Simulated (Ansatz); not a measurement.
# InPd (Pm-3m) in Ansatz: notebook

The runs below take InPd through band structure, with PBEsol.

Everything below comes from runs of Ansatz 0.2.0. Logs are shortened: lines on timing, memory, paths and dates and some standing lists are left out, and cuts for length are marked.

**1. The structure**

Symmetry: Pm-3m, No. 221, cubic system. Conventional cell: a = 3.272 Å, b = 3.272 Å, c = 3.272 Å, α = 90.00°, β = 90.00°, γ = 90.00°. In (site symmetry m-3m) has 8 Pd at 2.83 Å as nearest neighbours. Pd (site symmetry m-3m) is surrounded by 8 In at 2.83 Å.

The cell comes from a database or a generator and needn't be the stable form of this composition.

**2. Band structure, PBEsol**

Input file input.yaml:

```yaml
crystal:
  lattice:
    - [3.27188478, 0.0, 0.0]
    - [0.0, 3.27188478, 0.0]
    - [0.0, 0.0, 3.27188478]
  atoms:
    - { symbol: In, position: [0.0, 0.0, 0.0] }
    - { symbol: Pd, position: [0.5, 0.5, 0.5] }
kpoints:
  mp_grid: { grid: [6, 6, 6] }
  band_path:
    path:
      - [0.0, 0.0, 0.0]
      - [0.0, 0.5, 0.0]
      - [0.5, 0.5, 0.0]
      - [0.0, 0.0, 0.0]
      - [0.5, 0.5, 0.5]
      - [0.0, 0.5, 0.0]
    npoints: 12
scf:
  occupations: { method: fermi_dirac, width: 0.05 }
hamiltonian:
  xc: pbesol
  pseudopotentials: { kind: all_electron, lapw: { basis_error: 0.001 } }
output:
  forces: true
  stress: true
  eigenvalues: true
```

Potentials or basis: all-electron LAPW, scalar-relativistic.

The run is started by

```sh
$ ansatz run input.yaml --threads 1 --pin off --max-ram 3072MiB --backend cpu --events-out ev --progress --plain --runs-dir out
```

Log:

```text
Warning: RAYON_NUM_THREADS=1 ignored (pool sized by the plan → 1); use --threads N
LAPW: plane waves up to 8.108 Å⁻¹, error target 1.0e-3 eV per atom; small_component_spin mean_spin; Pd in spheres of 1.415 Å, 28 of its electrons in bands, Dirac shells []; In in spheres of 1.419 Å, 21 of its electrons in bands, Dirac shells [] (how accurate: hamiltonian.pseudopotentials.lapw.basis_error, Limitations)
Engine: ansatz 0.2.0, aarch64-unknown-linux-gnu
Pseudopotentials: kind: all_electron
Pseudopotential: In, LAPW, valence charge 21, lapw/all_electron/scalar/gaussian/In, Koelling and Harmon's equation, gaussian nucleus
Pseudopotential: Pd, LAPW, valence charge 28, lapw/all_electron/scalar/gaussian/Pd, Koelling and Harmon's equation, gaussian nucleus
Functional definition: PBEsol
  exchange = pbesol_x
  correlation = pbesol_c
Crystal: 2 atoms, lattice volume = 35.026 Å³
Basis set: ecut = 250.49600144869544 eV, 305 PW (Γ), exchange–correlation at level 2
Bands: 30, of which v1, the nominal top of the filled ones, is band 25 counted from 1 (24 counted from 0)
Symmetry: 48 space group operations
Space group: Pm-3m (ITA 221), of the structure as read, at distance tolerance 3.3e-5 Å
k-points: 20 of 216
Non-local potential: In, projectors of the file, none
Non-local potential: Pd, projectors of the file, none
Initial density: superposition of atomic densities (chi_scale 0.1, normalization cell, long waves kept (reshape's long-wave potential 0.00 eV rms))
Initial wavefunctions: plane waves of lowest kinetic energy (no species holds an atomic orbital)
Functional: x = pbesol(κ = 0.804, μ = 0.12345679012345678), c = pbesol(β = 0.046)
iter 1 solved again at ethr=2.91e-3 eV; its pass at ethr=1.00e-1 eV (dr2=1.42e0 eV) is discarded
SCF iter   1: F=—  HF=-297216.764280 eV  |F-HF|=—  |Δ(HF+E_count)|=         —  Δρ=5.53e-2  dr2=1.43e0  ethr=2.91e-3  ⟨swp⟩=2.0  Hψ=3788  notcnv=0
preconditioner: auto → Resta (q_TF=auto, 2.885 Å⁻¹)  ε∞=5.0  [insulator: Δε(μ)=0.252 eV  Ē_g=15.057 eV  σ=0.050 eV  W_gap=0.80  n_scr=18 (ndim 8)  ℏωp=30.1 eV  f_vac=0.000  D(μ)=1.10/eV (n_scr^D=6)  ε∞_Penn≈5.0]
SCF iter   2: F=—  HF=-297216.570258 eV  |F-HF|=—  |Δ(HF+E_count)|=   1.94e-1  Δρ=3.24e-2  dr2=6.54e-1  ethr=2.91e-3  ⟨swp⟩=2.9  Hψ=1755  notcnv=0
iter 3 solved again at ethr=5.01e-5 eV; its pass at ethr=1.33e-3 eV (dr2=2.46e-2 eV) is discarded
SCF iter   3: F=—  HF=-297215.098219 eV  |F-HF|=—  |Δ(HF+E_count)|=    1.47e0  Δρ=8.96e-3  dr2=2.46e-2  ethr=5.01e-5  ⟨swp⟩=2.0  Hψ=2960  notcnv=0
SCF iter   4: F=—  HF=-297215.083640 eV  |F-HF|=—  |Δ(HF+E_count)|=   1.46e-2  Δρ=4.41e-3  dr2=6.89e-3  ethr=5.01e-5  ⟨swp⟩=2.0  Hψ=1699  notcnv=0
SCF iter   5: F=—  HF=-297215.082243 eV  |F-HF|=—  |Δ(HF+E_count)|=   1.40e-3  Δρ=1.67e-3  dr2=1.15e-3  ethr=1.41e-5  ⟨swp⟩=2.0  Hψ=1688  notcnv=0
SCF iter   6: F=—  HF=-297215.082383 eV  |F-HF|=—  |Δ(HF+E_count)|=   1.40e-4  Δρ=2.50e-4  dr2=2.23e-5  ethr=2.36e-6  ⟨swp⟩=2.0  Hψ=1692  notcnv=0
SCF iter   7: F=—  HF=-297215.082372 eV  |F-HF|=—  |Δ(HF+E_count)|=   1.13e-5  Δρ=7.35e-5  dr2=1.19e-6  ethr=4.56e-8  ⟨swp⟩=2.0  Hψ=1692  notcnv=0
SCF iter   8: F=—  HF=-297215.082364 eV  |F-HF|=—  |Δ(HF+E_count)|=   8.01e-6  Δρ=4.05e-5  dr2=4.56e-7  ethr=2.44e-9  ⟨swp⟩=2.7  Hψ=1714  notcnv=0
SCF iter   9: F=-297215.082364 eV  HF=-297215.082364 eV  |F-HF|=2.13e-8  |Δ(HF+E_count)|=   2.03e-7  Δρ=5.67e-6  dr2=7.25e-9  ethr=9.30e-10  ⟨swp⟩=2.0  Hψ=1692  notcnv=0
SCF 1 converged in 9 iterations: F = -297215.082364 eV  dr2 = 7.25e-9
NSCF: frozen V_eff on 61 k-points
SCF converged after 9 iterations
Free energy (F): -297215.082364 eV
Harris-Foulkes:  -297215.082364 eV  (|F-HF|=2.13e-8)
Internal energy: -297215.076219 eV  (E = F + TS)
E sigma→0 (E₀):  -297215.079292 eV
Entropy (-TS):   -0.006144 eV (-3.072 meV/atom)
Fermi energy:    19.760081 eV
--- Per-component energies (eV) ---
  E_band       = -3616.657028
  E_kinetic    = 311112.058630
  E_xc         = -8137.234592
  E_electrostatic = -600189.900257  (all electrons and nuclei)
  E_smearing   = -0.006144  (= −TS)
  E_closure    = 0.000000  (closes the sum)
  E_atoms      = -297206.643310  (free atoms, spherical and without spin; not in F)
  Σ components = -297215.082364   (vs F -297215.082364, Δ=0.00e0)
  Basis errors (estimates in eV, not in F): energy 2.7e-4 per atom: plane waves 2.4e-4 (1.2e-4 summed), levels above the bands 5.7e-51, relativity 1.8e-8, radial functions 3.2e-5, core shells 9.0e-8; eigenvalues (radial functions only) 2.1e-6; not estimated: angular momenta, meshes, grids; target (lapw.basis_error) 1.0e-3; muffin-tin radii Pd 1.415 Å, In 1.419 Å
--- Forces (eV/Å), atoms counted from 1 ---
  atom   1  In     0.00000000     0.00000000    -0.00000000
  atom   2  Pd    -0.00000000     0.00000000    -0.00000000
  max |Σ_I F_I| component: 3.75e-30 eV/Å
--- Stress (GPa, compression-positive) ---
       -2.669321       0.000000       0.000000
        0.000000      -2.669321       0.000000
        0.000000       0.000000      -2.669321
  P = ⅓ Tr σ = -2.6693 GPa (-26.693 kbar)
--- Band table (eV; the first three rows and the last of 20) ---
  k-point 0: bands = ["-305.0643", "-305.0643", "-305.0643", "-305.0499", "-305.0499", "-95.5609", "-64.7419", "-54.0830", "-54.0830", "-54.0830", "-30.5085", "-30.5085", "-30.5085", "4.9027", "4.9027", "5.3161", "5.3161", "5.3161", "9.6447", "15.9014", "15.9014", "17.4456", "17.4456", "17.4456", "23.9231", "23.9231", "23.9231", "29.1192", "30.3270", "30.3270"]
  k-point 1: bands = ["-305.0643", "-305.0643", "-305.0643", "-305.0499", "-305.0499", "-95.5609", "-64.7415", "-54.0843", "-54.0829", "-54.0829", "-30.5166", "-30.5080", "-30.5080", "4.9176", "4.9919", "5.2890", "5.2890", "5.3244", "10.0861", "15.9045", "15.9447", "17.1502", "17.1502", "17.4266", "21.6451", "24.7709", "24.7709", "29.6225", "30.1712", "32.8634"]
  k-point 2: bands = ["-305.0643", "-305.0643", "-305.0643", "-305.0499", "-305.0499", "-95.5608", "-64.7408", "-54.0869", "-54.0827", "-54.0827", "-30.5328", "-30.5069", "-30.5069", "4.9476", "5.1690", "5.2355", "5.2355", "5.3410", "11.3854", "15.4224", "15.9108", "16.6638", "16.6638", "17.3884", "19.1605", "26.8930", "26.8930", "29.8219", "29.8873", "33.1588"]
  k-point 19: bands = ["-305.0643", "-305.0643", "-305.0643", "-305.0499", "-305.0499", "-95.5603", "-64.7373", "-54.0876", "-54.0876", "-54.0876", "-30.5350", "-30.5350", "-30.5350", "5.0402", "5.0402", "5.0402", "5.5341", "5.5341", "14.8472", "14.8472", "14.8472", "18.0635", "18.0635", "19.6376", "23.5007", "23.5007", "23.5007", "24.1290", "24.1290", "24.1290"]
```

Wall time 25 s (1 thread of Arm Neoverse N1, shared host); peak memory 0.29 GiB.

What came out:

| Property | Result |
| --- | --- |
| Free energy | -297215.0824 eV |
| Pressure | -2.7 GPa |
| Band gap along the path | none (metal or under the smearing width) |

Levels at the corners of the path, in eV from the Fermi level:
```csv
point,band 21,band 22,band 23,band 24,band 25,band 26,band 27,band 28
Γ,-3.86,-2.31,-2.31,-2.31,4.16,4.16,4.16,9.36
X,-3.85,-3.30,-3.30,-2.39,-1.16,9.51,9.51,9.87
M,-2.72,-2.72,-2.37,-2.37,-1.74,1.42,2.41,9.41
Γ,-3.86,-2.31,-2.31,-2.31,4.16,4.16,4.16,9.36
R,-4.91,-1.70,-1.70,-0.12,3.74,3.74,3.74,4.37
X,-3.85,-3.30,-3.30,-2.39,-1.16,9.51,9.51,9.87
```

Caveat: the k mesh is thin for a metal, which can move the energy by tens of meV per atom; spin-orbit coupling is left out, which moves the levels of the heavy elements.

**3. Band structure, PBEsol, spin-orbit coupling, no magnetisation**

input.yaml: that of step 2 with these lines changed.

```diff
@@ -24,2 +24,5 @@
   pseudopotentials: { kind: all_electron, lapw: { basis_error: 0.001 } }
+magnetization:
+  noncollinear: true
+  spin_orbit: true
 output:
```

Potentials or basis: all-electron LAPW, relativistic spinors.

The run is started by

```sh
$ ansatz run input.yaml --threads 1 --pin off --max-ram 3072MiB --backend cpu --events-out ev --progress --plain --runs-dir out
```

Run time: 3.8 min. Hardware: 1 thread of Arm Neoverse N1, shared host; peak memory 0.58 GiB.

The run converged. Its results:

```
Free energy             : -297286.8089 eV
Pressure                : -2.8 GPa
Band gap along the path : none (metal or under the smearing width)
```

Levels at the corners of the path, in eV from the Fermi level:
| point | band 45 | band 46 | band 47 | band 48 | band 49 | band 50 | band 51 | band 52 |
| --- | --- | --- | --- | --- | --- | --- | --- | --- |
| Γ | -2.40 | -2.40 | -2.12 | -2.12 | 3.65 | 3.65 | 4.40 | 4.40 |
| X | -3.21 | -3.21 | -2.37 | -2.37 | -1.14 | -1.14 | 9.17 | 9.17 |
| M | -2.43 | -2.43 | -2.34 | -2.34 | -1.73 | -1.73 | 1.43 | 1.43 |
| Γ | -2.40 | -2.40 | -2.12 | -2.12 | 3.65 | 3.65 | 4.40 | 4.40 |
| R | -1.70 | -1.70 | -0.12 | -0.12 | 3.49 | 3.49 | 3.85 | 3.85 |
| X | -3.21 | -3.21 | -2.37 | -2.37 | -1.14 | -1.14 | 9.17 | 9.17 |

Caveat: the k mesh is thin for a metal, which can move the energy by tens of meV per atom.
